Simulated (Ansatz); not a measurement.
A generator proposed this cell of Ca.

```yaml
crystal:
  lattice:
    - [5.37847, 0.00000, 0.00000]
    - [-2.68923, 4.65789, 0.00000]
    - [0.00000, 0.00000, 13.69020]
  atoms:
    - { symbol: Ca, position: [0.00000, 0.00000, 0.50000] }
    - { symbol: Ca, position: [0.00000, 0.00000, 0.00000] }
    - { symbol: Ca, position: [0.66667, 0.33333, 0.37980] }
    - { symbol: Ca, position: [0.33333, 0.66667, 0.62020] }
    - { symbol: Ca, position: [0.33333, 0.66667, 0.87980] }
    - { symbol: Ca, position: [0.66667, 0.33333, 0.12020] }
```

Level of theory: DFT PBE, scalar-relativistic, plane waves, PAW (Ansatz 0.2.0). Settings: cutoff 420 eV, Γ-centred mesh 6×6×2 on the computed 6-atom cell, Gaussian smearing of 0.10 eV; no spin polarisation.

Energies count from the standard state of Ca at the same level.

Task: Estimate its pressure, forces and energy as it stands.

Result: The pressure is 0.4 GPa (the mean over three directions, positive in compression), the largest force is 0.09 eV/Å, and the energy is +0.77 eV/atom against the standard state. The shortest distance is 3.51 Å.

Task: Is it a good guess?

Result: A rough one: relaxing gains about 0.69 eV/atom (the start's value is from the coarse mesh, so the gain is rough) in 21 ionic steps and ends at +0.08 eV/atom on the finer mesh. The symmetry stays P6_3/mmc (No. 194). The volume per atom shrinks by 24.9 %, from 57.2 to 42.9 Å³. The shortest distance goes from 3.51 Å (Ca–Ca) to 3.62 Å (Ca–Ca). The ratio c/a of the conventional cell changes by a factor of 2.03. Conventional cell: a = 3.858 Å, c = 19.978 Å. Around Ca on a site of symmetry -3m lie 12 Ca at 3.86–3.89 Å; Ca on a site of symmetry 3m is surrounded by 1 Ca at 3.62 Å and 9 Ca at 3.86–3.89 Å.

The last run used a 12×12×2 mesh (in the run's order of axes) for its 6-atom cell and Gaussian smearing of 0.10 eV. The relaxation can't lower the symmetry of the start, and the grade says only how near the guess is to its own end. A structure relaxed within its symmetry needn't be a true minimum.
